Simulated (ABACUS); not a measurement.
Input of an ABACUS 3.10.1 run:

The input run_abacus.py:

```python
"""ABACUS run from a structure file: ASE reads it, the script writes STRU, KPT and INPUT."""
import re
import subprocess
from ase.io import read
from ase.units import Bohr

atoms = read("InAs.xyz")
atoms = atoms[(-atoms.numbers).argsort(kind="stable")]  # ABACUS lists atoms element by element
pseudo = {'In': 'In.upf', 'As': 'As.upf'}
orbital = {}
magmoms = None
kmesh = [6, 6, 6]
params = {
    'suffix': 'InAs',
    'calculation': 'scf',
    'basis_type': 'pw',
    'pseudo_dir': './',
    'symmetry': 1,
    'dft_functional': 'GGA_X_B86_MGC+GGA_C_PBE',
    'ecutwfc': 84,
    'pseudo_rcut': 10,
    'nspin': 1,
    'nbands': 24,
    'ks_solver': 'dav',
    'smearing_method': 'fd',
    'smearing_sigma': 0.00367493,
    'scf_thr': 1e-08,
    'scf_nmax': 100,
    'mixing_type': 'broyden',
    'mixing_beta': 0.7,
    'cal_force': 1,
    'cal_stress': 1,
    'out_chg': 1,
    'kpar': 4,
}

symbols = atoms.get_chemical_symbols()
elements = list(dict.fromkeys(symbols))
lines = ["ATOMIC_SPECIES"] + [f"{e} {atoms.get_masses()[symbols.index(e)]:.4f} {pseudo[e]}" for e in elements]
if orbital:
    lines += ["", "NUMERICAL_ORBITAL"] + [orbital[e] for e in elements]
lines += ["", "LATTICE_CONSTANT", f"{1 / Bohr:.10f}", "", "LATTICE_VECTORS"]
lines += [" ".join(f"{x:.10f}" for x in v) for v in atoms.cell]
lines += ["", "ATOMIC_POSITIONS", "Direct"]
for e in elements:
    lines += ["", e, "0.0", str(symbols.count(e))]
    for i, p in enumerate(atoms.get_scaled_positions(wrap=False)):
        if symbols[i] == e:
            mag = "" if magmoms is None else " mag " + " ".join(str(x) for x in (magmoms[i] if isinstance(magmoms[i], list) else [magmoms[i]]))
            lines.append(" ".join(f"{x:.10f}" for x in p) + " 1 1 1" + mag)
open("STRU", "w").write("\n".join(lines) + "\n")
open("KPT", "w").write("K_POINTS\n0\nGamma\n%d %d %d 0 0 0\n" % tuple(kmesh))
open("INPUT", "w").write("INPUT_PARAMETERS\n" + "".join(f"{k:<20s}{v}\n" for k, v in params.items()))

done = subprocess.run(['mpirun', '-np', '4', 'abacus'])
if done.returncode:
    raise SystemExit(done.returncode)
log = open("OUT.InAs/running_scf.log").read()
print("final energy (eV):", re.findall(r"FINAL_ETOT_IS (\S+)", log))
```

The input InAs.xyz:

```xyz
2
Lattice="0.0000000000 3.0180000000 3.0180000000 3.0180000000 0.0000000000 3.0180000000 3.0180000000 3.0180000000 0.0000000000" Properties=species:S:1:pos:R:3 pbc="T T T"
In     0.0000000000      0.0000000000      0.0000000000
As     4.5270000000      4.5270000000      4.5270000000
```

Potentials or basis: Ansatz NC PBE, plane waves.

Run with:

```console
$ OMP_NUM_THREADS=1 python run_abacus.py > log
```

Task: Estimate the pressure.

Result: 4.8 GPa.

Task: Estimate the band gap on the k mesh.

Result: None (metal or under the smearing width).

Caveat: the potentials were made for another functional, which shifts forces and pressure; this crystal is a semiconductor, whose small gap the functional closes, so the metal is an error of the method.

**What was measured.**

A printed reference work, data compilation reports, for a bulk crystal of InAs at 4.2 K: band gap 0.418 eV (direct).

Against the measured gap of InAs, 0.418 eV (direct; 4.2 K; a printed reference work, data compilation), the calculated 0.00 eV is off by -0.42 eV. Spin-orbit coupling on As, In is left out. The value is that of B86bPBE on a finite k mesh, which can miss the band edges, without temperature or zero-point motion.
